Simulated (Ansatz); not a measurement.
Input and output of a single-point calculation on CdSe in the wurtzite structure (the PAW code Ansatz, r2SCAN+SOC). The cell was relaxed with r2SCAN and then strained, so it isn't that functional's minimum.

```yaml
crystal:
  lattice:
    - [4.3407236653, 0.0, 0.0]
    - [-2.1703618326, 3.759176965, 0.0]
    - [0.0, 0.0, 7.0766459824]
  atoms:
    - { symbol: Cd, position: [0.3333333333, 0.6666666667, -0.0004760037] }
    - { symbol: Cd, position: [0.6666666667, 0.3333333333, 0.4995239963] }
    - { symbol: Se, position: [0.3333333333, 0.6666666667, 0.3754760037] }
    - { symbol: Se, position: [0.6666666667, 0.3333333333, 0.8754760037] }
kpoints:
  mp_grid: { grid: [12, 12, 4] }
  band_path:
    path:
      - [0.0, 0.0, 0.0]
      - [0.5, 0.0, 0.0]
      - [0.3333333333, 0.3333333333, 0.0]
      - [0.0, 0.0, 0.5]
      - [0.5, 0.0, 0.5]
      - [0.3333333333, 0.3333333333, 0.5]
    npoints: 1
hamiltonian:
  xc: r2scan
scf:
  occupations: { method: fermi_dirac, width: 0.02 }
  n_extra_bands: 10
magnetization:
  noncollinear: true
  spin_orbit: true
output:
  forces: true
  stress: true
  eigenvalues: true
  write_density: true
  write_potential: true
  elf: true
  volumetric_format: npy
```

The output follows, shortened, with numbered blanks.
```
scf.n_extra_bands = 10 over 72 filled bands (N_el = 72.0): the run solves 82 bands
Functional definition: r2SCAN
Crystal: 4 atoms, lattice volume = 115.474 Å³
Basis set: ecut = 500 eV, 2875 PW (Γ)
Symmetry: 12 space group operations + 12 with time reversal
Magnetic group: BNS 186.204 (UNI 1434)
k-points: 57 of 576 (time reversal used)
SCF 1 converged in 9 iterations: F = -27472.952045 eV  dr2 = 5.81e-9
NSCF: frozen V_eff on 6 k-points
Free energy (F): -27472.952045 eV
[1]
--- Stress (GPa, compression-positive) ---
[2]
--- Band table (eV; the first three rows and the last of 57) ---
[3]
```

The rows of the band table are 0: (0, 0, 0) = Γ, 1: (0, 0, 1/4), 2: (0, 0, -1/2) = A, 56: (1/3, 1/3, -1/2) = H.

Question: Fill in the blanks. They hold the Fermi energy and the band table, the stress.

Answer:
```
[1]
Fermi energy:    7.426846 eV
[2]
       -0.051580       0.000000       0.000000
        0.000000      -0.051580       0.000000
        0.000000       0.000000      -0.022971
  P = ⅓ Tr σ = -0.0420 GPa (-0.420 kbar)
[3]
  k-point 0: bands = […, 6.1880, 6.1880, 6.5587, 6.5587, 6.9024, 6.9024, 6.9273, 6.9273, 7.9182, 7.9182, 9.4569, 9.4569, 13.0037, 13.0037, …]
  k-point 1: bands = […, 6.0605, 6.0605, 6.2896, 6.2896, 6.5898, 6.5898, 6.8117, 6.8117, 8.8860, 8.8860, 9.5485, 9.5485, 12.9406, 12.9406, …]
  k-point 2: bands = […, 6.3125, 6.3125, 6.3125, 6.3125, 6.5436, 6.5436, 6.5436, 6.5436, 9.5976, 9.5976, 9.5976, 9.5976, 13.0591, 13.0591, …]
  k-point 56: bands = […, 4.3923, 4.3923, 4.4893, 4.4893, 5.7014, 5.7014, 5.7586, 5.7586, 10.9811, 10.9811, 11.0477, 11.0477, 12.8842, 12.8842, …]
```
Only the leading digits can be foreseen; the rest is this run's record.

It took 17 s on 1 × NVIDIA H100 80GB HBM3 with 2 threads of AMD EPYC 7R13 Processor (Zen 3), with other jobs on the host; peak host memory 1.8 GiB.

Non-magnetic throughout; all numbers are computed.
